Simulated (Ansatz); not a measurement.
# Be (Fm-3m) in Ansatz: further runs

One crystal, Be, is run at these levels: LDA, PBE, PBEsol, RPBE, revPBE; tasks: band structure.

Program: Ansatz 0.2.0. These are calculated values, not measurements. Logs are shortened: lines on timing, memory, paths and dates and some standing lists are left out, and cuts for length are marked.

**1. Starting point**

Symmetry: Fm-3m, No. 225, cubic system. Conventional cell: a = 3.158 Å, b = 3.158 Å, c = 3.158 Å, α = 90.00°, β = 90.00°, γ = 90.00°. Be (site symmetry m-3m) has 12 Be at 2.23 Å as nearest neighbours.

The cell was built by a generator and needn't be a form met in nature.

**2. Band structure, LDA**

Contents of input.yaml:

```yaml
crystal:
  lattice:
    - [0.0, 1.57905, 1.57905]
    - [1.57905, 0.0, 1.57905]
    - [1.57905, 1.57905, 0.0]
  atoms:
    - { symbol: Be, position: [0.0, 0.0, 0.0] }
hamiltonian:
  xc: lda
  pseudopotentials: { kind: paw }
kpoints:
  mp_grid: { grid: [14, 14, 14] }
  band_path:
    path:
      - [[0.0, 0.0, 0.0], [0.5, 0.0, 0.5], [0.5, 0.25, 0.75], [0.375, 0.375, 0.75], [0.0, 0.0, 0.0], [0.5, 0.5, 0.5], [0.625, 0.25, 0.625], [0.5, 0.25, 0.75], [0.5, 0.5, 0.5], [0.375, 0.375, 0.75]]
      - [[0.625, 0.25, 0.625], [0.5, 0.0, 0.5]]
    npoints: 14
scf:
  occupations: { method: fermi_dirac, width: 0.05 }
  n_extra_bands: 6
output:
  forces: true
  stress: true
  eigenvalues: true
  fatbands: true
```

Potentials or basis: Ansatz PAW.

The run is started by

```bash
$ ansatz run input.yaml --threads 2 --pin off --max-ram 5632MiB --backend cpu --events-out ev --progress --plain --runs-dir out
```

Standard output:

```text
Warning: RAYON_NUM_THREADS=2 ignored (pool sized by the plan → 2); use --threads N
scf.n_extra_bands = 6 over 1 filled bands (N_el = 2.0): the run solves 7 bands
Engine: ansatz 0.2.0, aarch64-unknown-linux-gnu
Pseudopotentials: kind: paw
Pseudopotential: Be, paw, valence charge 2, recommended cutoff 420 eV (normal), Be.paw.azcp
Functional definition: SPW92
  exchange = slater_x
  correlation = pw_c
Crystal: 1 atoms, lattice volume = 7.874 Å³
Basis set: ecut = 420 eV, 169 PW (Γ)
Bands: 7, of which v1, the nominal top of the filled ones, is band 1 counted from 1 (0 counted from 0)
Symmetry: 48 space group operations
Space group: Fm-3m (ITA 225), of the structure as read, at distance tolerance 2.0e-5 Å
k-points: 104 of 2744
Non-local potential: Be, projectors of the file, l = 0: 2, l = 1: 2, l = 2: 1
PAW form: soft (Blöchl's): semilocal exchange-correlation on the pseudo side does not see the compensation charge
PAW frozen core: Be, regenerated for the run's functional, and the local potential with it (the file was generated under x = pbe(κ = 0.804, μ = 0.2195149727645171), c = pbe(β = 0.06672455060314922))
PAW one-centre angular grid: Be, 110 points (default); XC on 64 Gauss nodes
Initial density: superposition of atomic densities (neutral atoms: chi_scale 0, normalization atom), corrected by the library's trained network
Initial wavefunctions: pseudopotential atomic-orbital guess
Functional: x = slater, c = lda
SCF iter   1: F=—  HF=-88.147276 eV  |F-HF|=—  |Δ(HF+E_count)|=         —  Δρ=2.69e-3  dr2=3.15e-4  ethr=1.77e-3  ⟨swp⟩=4.6  Hψ=5362  notcnv=0
preconditioner: auto → none  [insulator: Δε(μ)=0.124 eV  Ē_g=24.637 eV  σ=0.050 eV  W_gap=0.50  n_scr=0 (ndim 8)  ℏωp=18.7 eV  f_vac=0.000  D(μ)=0.11/eV (n_scr^D=0)  ε∞_Penn≈1.6]
SCF iter   2: F=—  HF=-88.147191 eV  |F-HF|=—  |Δ(HF+E_count)|=   8.55e-5  Δρ=1.34e-3  dr2=7.65e-5  ethr=1.57e-5  ⟨swp⟩=1.1  Hψ=1567  notcnv=0  defer=79
SCF iter   3: F=—  HF=-88.147159 eV  |F-HF|=—  |Δ(HF+E_count)|=   3.17e-5  Δρ=1.85e-5  dr2=1.81e-8  ethr=3.83e-6  ⟨swp⟩=1.0  Hψ=601  notcnv=0  defer=79
iter 4 did not close the SCF: its close was put off for the readings that it lacked (scf_convergence_deferred on its scf_iter line)
SCF iter   4: F=-88.147159 eV  HF=-88.147159 eV  |F-HF|=1.30e-11  |Δ(HF+E_count)|=   6.88e-9  Δρ=1.68e-6  dr2=9.19e-11  ethr=9.04e-10  ⟨swp⟩=2.0  Hψ=705  notcnv=0  defer=79
iter 5 did not close the SCF: its close was put off for the readings that it lacked (scf_convergence_deferred on its scf_iter line)
SCF iter   5: F=-88.147159 eV  HF=-88.147159 eV  |F-HF|=1.42e-14  |Δ(HF+E_count)|=  1.57e-11  Δρ=7.01e-8  dr2=1.50e-13  ethr=4.59e-12  ⟨swp⟩=1.0  Hψ=604  notcnv=0  defer=79
SCF iter   6: F=-88.147159 eV  HF=-88.147159 eV  |F-HF|=5.68e-14  |Δ(HF+E_count)|=    0.00e0  Δρ=1.63e-9  dr2=8.29e-17  ethr=1.00e-12  ⟨swp⟩=3.5  Hψ=2934  notcnv=0
SCF 1 converged in 6 iterations: F = -88.147159 eV  dr2 = 8.29e-17
NSCF: frozen V_eff on 142 k-points
SCF converged after 6 iterations
Free energy (F): -88.147159 eV
Harris-Foulkes:  -88.147159 eV  (|F-HF|=5.68e-14)
Internal energy: -88.146257 eV  (E = F + TS)
E sigma→0 (E₀):  -88.146708 eV
Entropy (-TS):   -0.000902 eV (-0.902 meV/atom)
Fermi energy:    8.412239 eV
--- Per-component energies (eV) ---
  E_band       = 5.977128
  E_kinetic    = 21.453715
  E_local      = 2.480382  (includes V_loc(G=0)·N_el)
  E_nonlocal   = 4.519011
  E_hartree    = 0.019605
  E_xc         = -19.716182
  E_vxc        = -20.956393  (∫ρ·V_xc dr)
  E_paw        = -55.122880  (= ΣΔE_a)
  E_vpaw       = -1.558797  (= ΣTr[D̂ρ^β])
  E_aug_tail   = -0.000001  (compensation charges beyond the density's cutoff)
  E_ewald      = -41.810195
  E_core_change = 0.030287  (= ΣΔE_core)
  E_smearing   = -0.000902  (= −TS)
  E_closure    = 0.000000  (closes the sum)
  Σ components = -88.147159   (vs F -88.147159, Δ=0.00e0)
--- Forces (eV/Å), atoms counted from 1 ---
  atom   1  Be     0.00000000    -0.00000000    -0.00000000
  max |Σ_I F_I| component: 1.93e-33 eV/Å
--- Stress (GPa, compression-positive) ---
       -5.963719       0.000000       0.000000
        0.000000      -5.963719       0.000000
        0.000000       0.000000      -5.963719
  P = ⅓ Tr σ = -5.9637 GPa (-59.637 kbar)
--- Band table (eV; the first three rows and the last of 104) ---
  k-point 0: bands = ["-3.2592", "27.5541", "27.5541", "27.5541", "37.6134", "37.6134", "37.6134"]
  k-point 1: bands = ["-3.0929", "26.2938", "27.2855", "27.2855", "36.1589", "38.1385", "38.1385"]
  k-point 2: bands = ["-2.5939", "23.1802", "26.6591", "26.6591", "35.7843", "39.1900", "39.1900"]
  k-point 103: bands = ["8.4378", "10.4829", "11.6452", "18.7106", "33.5563", "36.2914", "42.2610"]
```

It took 0.51 s on 2 threads of Arm Neoverse V2, shared host; peak memory 0.23 GiB.

What came out:

```yaml
Free_energy: -88.1472 eV
Pressure: -6.0 GPa
Band_gap_on_the_k_mesh: none (metal or under the smearing width)
```

Levels at the corners of the path, in eV from the Fermi level:
```csv
point,band 1,band 2,band 3,band 4,band 5,band 6
Γ,-11.67,19.14,19.14,19.14,29.20,29.20
X,-2.64,4.01,9.43,9.43,15.34,22.83
W,0.98,0.98,3.20,10.34,25.31,30.81
K,-0.82,0.47,6.76,11.06,20.70,28.14
Γ,-11.67,19.14,19.14,19.14,29.20,29.20
L,-5.23,0.18,16.26,16.26,26.37,26.37
U,-0.82,0.47,6.76,11.06,20.70,28.14
W,0.98,0.98,3.20,10.34,25.31,30.81
L,-5.23,0.18,16.26,16.26,26.37,26.37
K,-0.82,0.47,6.76,11.06,20.70,28.14
U,-0.82,0.47,6.76,11.06,20.70,28.14
X,-2.64,4.01,9.43,9.43,15.34,22.83
```

Caveat: the PAW data sets come from PBE, with cores solved anew for the run's functional, which leaves a small shift of forces and pressure.

**3. Band structure, PBE**

Changes to input.yaml since step 2:

```diff
@@ -8,3 +8,3 @@
 hamiltonian:
-  xc: lda
+  xc: pbe
   pseudopotentials: { kind: paw }
@@ -24,2 +24,2 @@
   eigenvalues: true
-  fatbands: true
+  fatbands: false
```

Potentials or basis: Ansatz PAW.

The run is started by

```bash
$ ansatz run input.yaml --threads 2 --pin off --max-ram 5632MiB --backend cpu --events-out ev --progress --plain --runs-dir out
```

Run time: 0.46 s. Hardware: 2 threads of Arm Neoverse V2, shared host; peak memory 0.23 GiB.

It converged, with:

| Property | Result |
| --- | --- |
| Free energy | -92.6788 eV |
| Pressure | -0.2 GPa |
| Band gap on the k mesh | none (metal or under the smearing width) |

Levels at the corners of the path, in eV from the Fermi level:
```tsv
point	band 1	band 2	band 3	band 4	band 5	band 6
Γ	-11.83	19.48	19.48	19.48	29.13	29.13
X	-2.63	3.88	9.57	9.57	15.21	22.79
W	1.00	1.00	3.18	10.26	25.49	30.83
K	-0.80	0.47	6.66	11.22	20.63	28.24
Γ	-11.83	19.48	19.48	19.48	29.13	29.13
L	-5.25	0.05	16.54	16.54	26.28	26.28
U	-0.80	0.47	6.66	11.22	20.63	28.24
W	1.00	1.00	3.18	10.26	25.49	30.83
L	-5.25	0.05	16.54	16.54	26.28	26.28
K	-0.80	0.47	6.66	11.22	20.63	28.24
U	-0.80	0.47	6.66	11.22	20.63	28.24
X	-2.63	3.88	9.57	9.57	15.21	22.79
```

**4. Band structure, PBEsol**

Changes to input.yaml since step 3:

```diff
@@ -8,3 +8,3 @@
 hamiltonian:
-  xc: pbe
+  xc: pbesol
   pseudopotentials: { kind: paw }
@@ -25 +25,5 @@
   fatbands: false
+  write_density: true
+  write_potential: true
+  elf: true
+  volumetric_format: npy
```

The run is started by

```bash
$ ansatz run input.yaml --threads 2 --pin off --max-ram 5632MiB --backend cpu --events-out ev --progress --plain --runs-dir out
```

Wall time 0.49 s (2 threads of Arm Neoverse V2, shared host); peak memory 0.24 GiB.

Results (log left out):

```yaml
Free_energy: -90.2666 eV
Pressure: -1.3 GPa
Band_gap_on_the_k_mesh: none (metal or under the smearing width)
```

Levels at the corners of the path, in eV from the Fermi level:
| point | band 1 | band 2 | band 3 | band 4 |
| --- | --- | --- | --- | --- |
| Γ | -11.81 | 19.49 | 19.49 | 19.49 |
| X | -2.63 | 3.89 | 9.57 | 9.57 |
| W | 1.00 | 1.00 | 3.17 | 10.29 |
| K | -0.81 | 0.46 | 6.67 | 11.21 |
| Γ | -11.81 | 19.49 | 19.49 | 19.49 |
| L | -5.25 | 0.08 | 16.55 | 16.55 |
| U | -0.81 | 0.46 | 6.67 | 11.21 |
| W | 1.00 | 1.00 | 3.17 | 10.29 |
| L | -5.25 | 0.08 | 16.55 | 16.55 |
| K | -0.81 | 0.46 | 6.67 | 11.21 |
| U | -0.81 | 0.46 | 6.67 | 11.21 |
| X | -2.63 | 3.89 | 9.57 | 9.57 |

Caveat: the PAW data sets come from PBE, with cores solved anew for the run's functional, which leaves a small shift of forces and pressure.

**5. Band structure, RPBE**

Changes to input.yaml since step 4:

```diff
@@ -8,3 +8,3 @@
 hamiltonian:
-  xc: pbesol
+  xc: rpbe
   pseudopotentials: { kind: paw }
@@ -25,5 +25 @@
   fatbands: false
-  write_density: true
-  write_potential: true
-  elf: true
-  volumetric_format: npy
```

The run is started by

```bash
$ ansatz run input.yaml --threads 2 --pin off --max-ram 5632MiB --backend cpu --events-out ev --progress --plain --runs-dir out
```

It took 0.48 s on 2 threads of Arm Neoverse V2, shared host; peak memory 0.23 GiB.

The run converged. Its results:

- Free energy: -93.5921 eV
- Pressure: 3.1 GPa
- Band gap on the k mesh: none (metal or under the smearing width)

Levels at the corners of the path, in eV from the Fermi level:
| point | band 1 | band 2 | band 3 | band 4 | band 5 |
| --- | --- | --- | --- | --- | --- |
| Γ | -11.89 | 19.70 | 19.70 | 19.70 | 29.08 |
| X | -2.61 | 3.83 | 9.66 | 9.66 | 15.14 |
| W | 1.02 | 1.02 | 3.17 | 10.27 | 25.62 |
| K | -0.79 | 0.47 | 6.62 | 11.32 | 20.61 |
| Γ | -11.89 | 19.70 | 19.70 | 19.70 | 29.08 |
| L | -5.25 | 0.01 | 16.72 | 16.72 | 26.22 |
| U | -0.79 | 0.47 | 6.62 | 11.32 | 20.61 |
| W | 1.02 | 1.02 | 3.17 | 10.27 | 25.62 |
| L | -5.25 | 0.01 | 16.72 | 16.72 | 26.22 |
| K | -0.79 | 0.47 | 6.62 | 11.32 | 20.61 |
| U | -0.79 | 0.47 | 6.62 | 11.32 | 20.61 |
| X | -2.61 | 3.83 | 9.66 | 9.66 | 15.14 |

Caveat: the PAW data sets come from PBE, with cores solved anew for the run's functional, which leaves a small shift of forces and pressure.

**6. Band structure, revPBE**

Changes to input.yaml since step 5:

```diff
@@ -8,3 +8,3 @@
 hamiltonian:
-  xc: rpbe
+  xc: revpbe
   pseudopotentials: { kind: paw }
@@ -24,2 +24,2 @@
   eigenvalues: true
-  fatbands: false
+  fatbands: true
```

Potentials or basis: Ansatz PAW.

The run is started by

```bash
$ ansatz run input.yaml --threads 2 --pin off --max-ram 5632MiB --backend cpu --events-out ev --progress --plain --runs-dir out
```

It took 0.52 s on 2 threads of Arm Neoverse V2, shared host; peak memory 0.23 GiB.

It converged, with:

- Free energy: -93.3527 eV
- Pressure: 2.6 GPa
- Band gap on the k mesh: none (metal or under the smearing width)

Levels at the corners of the path, in eV from the Fermi level:
```csv
point,band 1,band 2,band 3,band 4
Γ,-11.88,19.67,19.67,19.67
X,-2.62,3.84,9.65,9.65
W,1.02,1.02,3.17,10.27
K,-0.79,0.47,6.63,11.30
Γ,-11.88,19.67,19.67,19.67
L,-5.25,0.02,16.70,16.70
U,-0.79,0.47,6.63,11.30
W,1.02,1.02,3.17,10.27
L,-5.25,0.02,16.70,16.70
K,-0.79,0.47,6.63,11.30
U,-0.79,0.47,6.63,11.30
X,-2.62,3.84,9.65,9.65
```

Caveat: the PAW data sets come from PBE, with cores solved anew for the run's functional, which leaves a small shift of forces and pressure.

**7. Overview**

```tsv
level	gap on the mesh (eV)	pressure (GPa)
LDA	none	-6.0
PBE	none	-0.2
PBEsol	none	-1.3
RPBE	none	3.1
revPBE	none	2.6
```

Alike in all rows: task band structure; potentials or basis Ansatz PAW; no spin polarisation; cell as given; k mesh 14 × 14 × 14; cutoff (eV) 420; smearing fermi-dirac 0.05 eV.

Every run on the cell as given and a fine mesh finds a metal. The pressure there spans -6.0 GPa (LDA) to 3.1 GPa (RPBE); a positive pressure means that this level wants a larger cell, a negative one a smaller.

Caveats: the PAW data sets come from PBE, with cores solved anew for the run's functional, which leaves a small shift of forces and pressure (some runs).

Absolute energies hang on the potentials; compare differences alone.
